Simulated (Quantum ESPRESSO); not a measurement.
# CrCuO2 (R-3m) in Quantum ESPRESSO: Hubbard U by linear response with LDA+U

Aim: the Hubbard U by linear response of CrCuO2 with LDA+U.

Everything below comes from runs of Quantum ESPRESSO 7.5. Logs are shortened: lines on timing, memory, paths and dates and some standing lists are left out, and cuts for length are marked.

## 1. The crystal as given

The structure is trigonal, space group R-3m (No. 166). Conventional cell: a = 2.973 Å, b = 2.973 Å, c = 17.100 Å, α = 90.00°, β = 90.00°, γ = 120.00°. Around Cu (site symmetry -3m) lie 2 O at 1.85 Å. Around Cr (site symmetry -3m) lie 6 O at 1.99 Å. Around O (site symmetry 3m) lie 1 Cu at 1.85 Å and 3 Cr at 1.99 Å.

## 2. Hubbard U by linear response, LDA+U, collinear spin, ferromagnetic start

File pw.in:

```
&CONTROL
  calculation = 'scf'
  prefix = 'pwscf'
  outdir = './tmp'
  pseudo_dir = './pseudo'
  tprnfor = .true.
  tstress = .true.
  disk_io = 'low'
/
&SYSTEM
  ibrav = 0
  nat = 4
  ntyp = 3
  ecutwfc = 36
  ecutrho = 216
  nbnd = 34
  occupations = 'smearing'
  smearing = 'fd'
  degauss = 0.00367493
  nspin = 2
  starting_magnetization(1) = 0.0316
  starting_magnetization(2) = 0.2143
  starting_magnetization(3) = 0
/
&ELECTRONS
  conv_thr = 8d-10
  electron_maxstep = 120
  mixing_beta = 0.3
/
ATOMIC_SPECIES
Cu    63.5460 Cu.LDA_PW-JTH.UPF
Cr    51.9961 Cr.LDA_PW-JTH.UPF
O     15.9990 O.LDA_PW-JTH.UPF
CELL_PARAMETERS angstrom
   1.4867000000    0.8583466452    5.7000000000
  -1.4867000000    0.8583466452    5.7000000000
   0.0000000000   -1.7166932904    5.7000000000
ATOMIC_POSITIONS crystal
Cu     0.0000000000    0.0000000000    0.0000000000
Cr     0.5000000000    0.5000000000    0.5000000000
O      0.8920800000    0.8920800000    0.8920800000
O      0.1079200000    0.1079200000    0.1079200000
K_POINTS automatic
6 6 6 0 0 0
HUBBARD {ortho-atomic}
U Cu-3d 3.0
U Cr-3d 4.5
```

File scf2.in:

```
&CONTROL
  calculation = 'scf'
  prefix = 'pwscf'
  outdir = './tmp'
  pseudo_dir = './pseudo'
  tprnfor = .true.
  tstress = .true.
  disk_io = 'low'
/
&SYSTEM
  ibrav = 0
  nat = 4
  ntyp = 3
  ecutwfc = 36
  ecutrho = 216
  nbnd = 34
  occupations = 'fixed'
  nspin = 2
  starting_magnetization(1) = 0.0316
  starting_magnetization(2) = 0.2143
  starting_magnetization(3) = 0
  tot_magnetization = 3
/
&ELECTRONS
  conv_thr = 1d-13
  electron_maxstep = 120
  mixing_beta = 0.3
  startingpot = 'file'
  startingwfc = 'file'
/
ATOMIC_SPECIES
Cu    63.5460 Cu.LDA_PW-JTH.UPF
Cr    51.9961 Cr.LDA_PW-JTH.UPF
O     15.9990 O.LDA_PW-JTH.UPF
CELL_PARAMETERS angstrom
   1.4867000000    0.8583466452    5.7000000000
  -1.4867000000    0.8583466452    5.7000000000
   0.0000000000   -1.7166932904    5.7000000000
ATOMIC_POSITIONS crystal
Cu     0.0000000000    0.0000000000    0.0000000000
Cr     0.5000000000    0.5000000000    0.5000000000
O      0.8920800000    0.8920800000    0.8920800000
O      0.1079200000    0.1079200000    0.1079200000
K_POINTS automatic
6 6 6 0 0 0
HUBBARD {ortho-atomic}
U Cu-3d 3.0
U Cr-3d 4.5
```

File hp.in:

```
&INPUTHP
  prefix = 'pwscf'
  outdir = './tmp'
  nq1 = 1
  nq2 = 1
  nq3 = 1
  conv_thr_chi = 1d-06
  niter_max = 80
  iverbosity = 1
  alpha_mix(1) = 0.3
/
```

Potentials or basis: JTH 2.0 LDA.

Command:

```console
$ OMP_NUM_THREADS=1 pw.x -in pw.in > pw.out
$ OMP_NUM_THREADS=1 pw.x -in scf2.in > scf2.out
$ OMP_NUM_THREADS=1 hp.x -in hp.in > hp.out
```

pw.out:

```text
This program is part of the open-source Quantum ESPRESSO suite
     for quantum simulation of materials; please cite
         "P. Giannozzi et al., J. Phys.:Condens. Matter 21 395502 (2009);
         "P. Giannozzi et al., J. Phys.:Condens. Matter 29 465901 (2017);
         "P. Giannozzi et al., J. Chem. Phys. 152 154105 (2020);
     in publications or presentations arising from this work. More details at

     file Cu.LDA_PW-JTH.UPF: wavefunction(s)  3S 3P 0P 3D 0D renormalized
     file Cr.LDA_PW-JTH.UPF: wavefunction(s)  3S 4S 3P 0P 3D 0D renormalized
     file O.LDA_PW-JTH.UPF: wavefunction(s)  0S 2P 0P renormalized
     Message from routine setup:
     using ibrav=0 with symmetry is DISCOURAGED, use correct ibrav instead

     G-vector sticks info
     --------------------
     sticks:   dense  smooth     PW     G-vecs:    dense   smooth      PW
     Sum        1063     699    247                15759     8615    1753

     Using Slab Decomposition

     bravais-lattice index     =            0
     lattice parameter (alat)  =      11.2494  a.u.
     unit-cell volume          =     294.5159 (a.u.)^3
     number of atoms/cell      =            4
     number of atomic types    =            3
     number of electrons       =        45.00
     number of Kohn-Sham states=           34
     kinetic-energy cutoff     =      36.0000  Ry
     charge density cutoff     =     216.0000  Ry
     scf convergence threshold =      8.0E-10
     mixing beta               =       0.3000
     number of iterations used =            8  plain     mixing
     Exchange-correlation= SLA PW NOGX NOGC
                           (   1   4   0   0   0   0   0)
     Hubbard projectors: ortho-atomic
     Hubbard parameters of DFT+U (Dudarev formulation) in eV:
     U(Cu-3d) =  3.0000
     U(Cr-3d) =  4.5000

     Internal variables: lda_plus_u =T, lda_plus_u_kind = 0

     Internal variables: orbital_resolved =F, hub_pot_fix =F, apply_U = F

     celldm(1)=  11.249353  celldm(2)=   0.000000  celldm(3)=   0.000000
     celldm(4)=   0.000000  celldm(5)=   0.000000  celldm(6)=   0.000000

     crystal axes: (cart. coord. in units of alat)
               a(1) = (   0.249744   0.144190   0.957516 )
               a(2) = (  -0.249744   0.144190   0.957516 )
               a(3) = (   0.000000  -0.288379   0.957516 )

     reciprocal axes: (cart. coord. in units 2 pi/alat)
               b(1) = (  2.002052  1.155885  0.348123 )
               b(2) = ( -2.002052  1.155885  0.348123 )
               b(3) = (  0.000000 -2.311771  0.348123 )

     PseudoPot. # 1 for Cu read from file:
     Cu.LDA_PW-JTH.UPF
     Pseudo is Projector augmented-wave + core cor, Zval = 19.0
     Generated using ATOMPAW code
     Shape of augmentation charge: SINC**2
     Using radial grid of 1047 points,  6 beta functions with:
                l(1) =   0
                l(2) =   0
                l(3) =   1
                l(4) =   1
                l(5) =   2
[... 437 lines left out ...]
      -0.000  0.556  0.301 -0.457  0.625
      -0.000 -0.682 -0.368 -0.373  0.510
      -0.000 -0.368  0.682 -0.510 -0.373
     occupation matrix ns (before diag.):
       0.066  0.000  0.000  0.000  0.000
       0.000  0.170  0.000 -0.000  0.074
       0.000  0.000  0.170  0.074  0.000
       0.000 -0.000  0.074  0.140 -0.000
       0.000  0.074  0.000 -0.000  0.140

     Number of occupied Hubbard levels =   13.8462

 ------ SPIN UP ------------

          k = 0.0000 0.0000 0.0000 (  1071 PWs)   bands (ev):

   -98.1442 -60.4138 -56.0912 -55.9237 -55.9237 -32.0050 -31.9797 -31.9797
    -7.5441  -5.8516   3.6232   6.4078   6.4078   8.1001   8.5315   9.0256
     9.0256   9.4461   9.4461   9.7876   9.7876  10.0622  10.0622  10.1388
    14.5136  15.3508  15.3508  19.0110  20.7720  24.8601  29.3440  29.3440
    30.3535  30.3535
[... 179 lines left out ...]
   -98.1420 -60.3705 -56.0908 -55.9345 -55.9285 -32.1438 -32.0469 -31.9717
    -6.1689  -6.0097   4.5688   5.6973   6.4275   7.0371   7.4635   7.8469
     9.0572   9.4224   9.5865   9.7131   9.8382  10.3341  10.6815  11.6445
    14.3966  14.8980  15.9222  19.6286  22.2699  22.6604  24.5953  25.1742
    26.1325  26.5561

          k = 1.3347-0.0000-0.1741 (  1068 PWs)   bands (ev):

   -98.1415 -60.3670 -56.0908 -55.9326 -55.9322 -32.1111 -32.1103 -31.9675
    -6.0914  -5.9092   5.1111   5.3873   6.2551   6.5187   7.5639   7.6842
     9.1082   9.3725   9.4659   9.7270   9.8824  10.5226  10.7357  11.7407
    14.6466  14.6827  17.6442  17.7020  20.8503  24.2133  24.2140  24.8824
    25.8307  26.6799
[... 51 lines left out ...]
   -98.1433 -60.4059 -56.0934 -55.9252 -55.9252 -32.0065 -31.9809 -31.9809
    -7.3888  -6.0970   4.5465   6.5302   6.5302   6.6851   8.2260   8.7040
     8.7040   9.2682   9.2682   9.4285   9.4285  10.7599  10.9505  10.9505
    15.1388  15.1388  15.7316  17.5507  20.8819  25.2351  29.0038  29.0038
    30.1080  30.1080

 ------ SPIN DOWN ----------

          k = 0.0000 0.0000 0.0000 (  1071 PWs)   bands (ev):

   -98.1579 -57.3508 -56.1072 -55.9346 -55.9346 -29.0773 -29.0773 -29.0325
    -7.4521  -5.8490   4.6924   7.3006   7.3006   8.2190   8.5236   9.4261
     9.4261   9.7622   9.7622  10.0421  10.0421  14.0904  15.4959  15.4959
    16.3756  17.3143  17.3143  19.3393  21.3788  25.2302  29.9518  29.9518
    30.4671  30.4671
[... 179 lines left out ...]
   -98.1539 -57.3370 -56.1068 -55.9452 -55.9394 -29.2696 -29.1542 -28.9886
    -6.0965  -5.9614   5.6523   6.2268   7.0692   7.5504   7.8724   7.9976
     9.0965   9.7914   9.9612  10.2990  11.3827  14.8470  15.8208  16.2960
    16.4485  17.0515  17.1725  19.7673  22.6892  22.7882  25.0499  26.1835
    26.6941  27.3074

          k = 1.3347-0.0000-0.1741 (  1068 PWs)   bands (ev):

   -98.1548 -57.3414 -56.1068 -55.9434 -55.9430 -29.2277 -29.2272 -28.9835
    -6.0252  -5.8397   5.9608   6.4195   6.7240   6.9359   7.8273   7.9246
     9.4479   9.4909   9.9928  10.3065  11.4775  15.7896  16.1073  16.1682
    16.6898  16.7509  17.8918  18.0946  20.9907  24.5149  24.7524  25.7980
    26.4619  27.3858
[... 51 lines left out ...]
   -98.1571 -57.3545 -56.1091 -55.9360 -55.9360 -29.0786 -29.0786 -29.0341
    -7.2969  -6.0930   6.0018   6.6851   7.5918   7.5918   8.2451   8.6803
     8.6803   9.4263   9.4263  10.9272  10.9272  15.4953  15.4953  15.7331
    16.0989  17.1340  17.1340  18.1094  21.4514  25.7216  29.5544  29.5544
    30.2572  30.2573

     the Fermi energy is    12.6634 ev

!    total energy              =    -807.17607837 Ry
     total all-electron energy =      -807.176078 Ry
     estimated scf accuracy    <          7.7E-10 Ry
     smearing contrib. (-TS)   =      -0.00000000 Ry
     internal energy E=F+TS    =    -807.17607837 Ry

     The total energy is F=E-TS. E is the sum of the following terms:
     one-electron contribution =    -395.75896610 Ry
     hartree contribution      =     160.59145678 Ry
     xc contribution           =     -63.81397521 Ry
     ewald contribution        =    -382.59061365 Ry
     Hubbard energy            =       0.22919498 Ry
     one-center paw contrib.   =    -125.83317518 Ry

     total magnetization       =     3.00 Bohr mag/cell
     absolute magnetization    =     3.24 Bohr mag/cell

     convergence has been achieved in  13 iterations

     Forces acting on atoms (cartesian axes, Ry/au):

     atom    1 type  1   force =     0.00000000   -0.00000000   -0.00000000
     atom    2 type  2   force =     0.00000000    0.00000000    0.00000000
     atom    3 type  3   force =     0.00000000   -0.00000000    0.00751126
     atom    4 type  3   force =    -0.00000000    0.00000000   -0.00751126

     Total force =     0.010623     Total SCF correction =     0.000010

     Computing stress (Cartesian axis) and pressure

          total   stress  (Ry/bohr**3)                   (kbar)     P=      -60.31
  -0.00017150   0.00000000  -0.00000000          -25.23        0.00       -0.00
   0.00000000  -0.00017150   0.00000000            0.00      -25.23        0.00
  -0.00000000   0.00000000  -0.00088687           -0.00        0.00     -130.46

=------------------------------------------------------------------------------=
   JOB DONE.
=------------------------------------------------------------------------------=
```

scf2.out:

```text
This program is part of the open-source Quantum ESPRESSO suite
     for quantum simulation of materials; please cite
         "P. Giannozzi et al., J. Phys.:Condens. Matter 21 395502 (2009);
         "P. Giannozzi et al., J. Phys.:Condens. Matter 29 465901 (2017);
         "P. Giannozzi et al., J. Chem. Phys. 152 154105 (2020);
[... 1015 lines left out ...]
   0.00000000  -0.00017249   0.00000000            0.00      -25.37        0.00
   0.00000000   0.00000000  -0.00088773            0.00        0.00     -130.59

=------------------------------------------------------------------------------=
   JOB DONE.
=------------------------------------------------------------------------------=
```

hp.out:

```text
This program is part of the open-source Quantum ESPRESSO suite
     for quantum simulation of materials; please cite
         "P. Giannozzi et al., J. Phys.:Condens. Matter 21 395502 (2009);
         "P. Giannozzi et al., J. Phys.:Condens. Matter 29 465901 (2017);
         "P. Giannozzi et al., J. Chem. Phys. 152 154105 (2020);
     in publications or presentations arising from this work. More details at
[... 303 lines left out ...]

     Post-processing calculation of Hubbard parameters ...

     PRINTING TIMING FROM PWSCF ROUTINES:

     PRINTING TIMING FROM HP ROUTINES:

     PRINTING TIMING FROM LR MODULE:

     USPP ROUTINES:

=------------------------------------------------------------------------------=
   JOB DONE.
=------------------------------------------------------------------------------=
```

It took 37 min on 1 thread of Arm Neoverse V1, shared host; peak memory 0.16 GiB.

What came out:

| Quantity | Value |
| --- | --- |
| Free energy | -10982.1900 eV |
| Largest force | 0.193 eV/Å |
| Band gap on the k mesh | 1.81 eV, indirect (least direct gap 2.58 eV) |
| Net moment | 3.00 μB per cell |
| Absolute moment | 3.24 μB per cell |
| Site moments | Cu -0.01; Cr +2.51; O -0.05 μB |
| Valence electrons inside the program's atomic spheres | Cu 16.04; Cr 10.90; O 5.14 |
| Hubbard U from linear response | 8.44, 4.51 eV |

Forces on the atoms (eV/Å):
```
Cu   0.000  0.000  0.000
Cr   0.000  0.000  0.000
O    0.000  0.000  0.193
O    0.000  0.000 -0.193
```

Levels at points of the mesh, in eV from the valence-band top:
Spin up:
| k point | band 20 | band 21 | band 22 | band 23 | band 24 | band 25 | band 26 | band 27 | band 28 | band 29 |
| --- | --- | --- | --- | --- | --- | --- | --- | --- | --- | --- |
| (0.00, 0.00, 0.00) | -1.95 | -1.95 | -1.68 | -1.68 | -1.60 | 2.77 | 3.61 | 3.61 | 7.27 | 9.03 |
| (0.00, 0.00, -0.50) | -1.63 | -1.56 | -1.34 | -1.31 | -0.20 | 2.85 | 3.32 | 3.69 | 6.58 | 11.23 |
| (0.00, -0.50, -0.50) | -2.13 | -1.65 | -1.61 | -1.08 | -0.05 | 2.89 | 3.54 | 3.55 | 7.40 | 9.77 |
| (-0.50, -0.50, -0.50) | -2.31 | -2.31 | -0.98 | -0.79 | -0.79 | 3.40 | 3.40 | 3.99 | 5.81 | 9.14 |
Spin down:
```tsv
k point	band 17	band 18	band 19	band 20	band 21	band 22	band 23	band 24	band 25	band 26
(0.00, 0.00, 0.00)	-2.31	-1.98	-1.98	-1.70	-1.70	2.35	3.76	3.76	4.63	5.57
(0.00, 0.00, -0.50)	-3.00	-1.64	-1.55	-1.30	-0.20	2.63	4.13	4.61	4.85	5.27
(0.00, -0.50, -0.50)	-3.00	-1.94	-1.63	-1.59	-0.37	3.41	3.59	4.63	4.64	5.08
(-0.50, -0.50, -0.50)	-3.06	-2.31	-2.31	-0.81	-0.81	3.75	3.75	3.99	4.36	5.39
```

Eigenvalues of the final occupation matrices:
```tsv
site	spin	trace	eigenvalues
Cu 1 3d	1	4.77	0.87 0.97 0.97 0.98 0.98
Cu 1 3d	2	4.78	0.87 0.98 0.98 0.98 0.98
Cr 2 3d	1	3.62	0.35 0.35 0.97 0.97 0.97
Cr 2 3d	2	0.69	0.07 0.08 0.08 0.23 0.23
```

Hubbard U from linear response:
```csv
site,manifold,U (eV)
1,Cu-3d,8.44
2,Cr-3d,4.51
```
On the first site the bare response is -0.084 and the screened one -0.049 eV⁻¹.

Caveat: the cutoff is too short for stress, so the log's stress isn't used; the computed U isn't converged in cell size; the cutoff is low for these files, which shifts pressure and relaxed volume; the cutoff lies well under what these potentials need, so the values aren't converged; on PAW files with symmetry the computed U can be off by some tenths of an eV for atoms off the origin; only a ferromagnetic start was run, and an antiferromagnetic order may lie lower in energy.
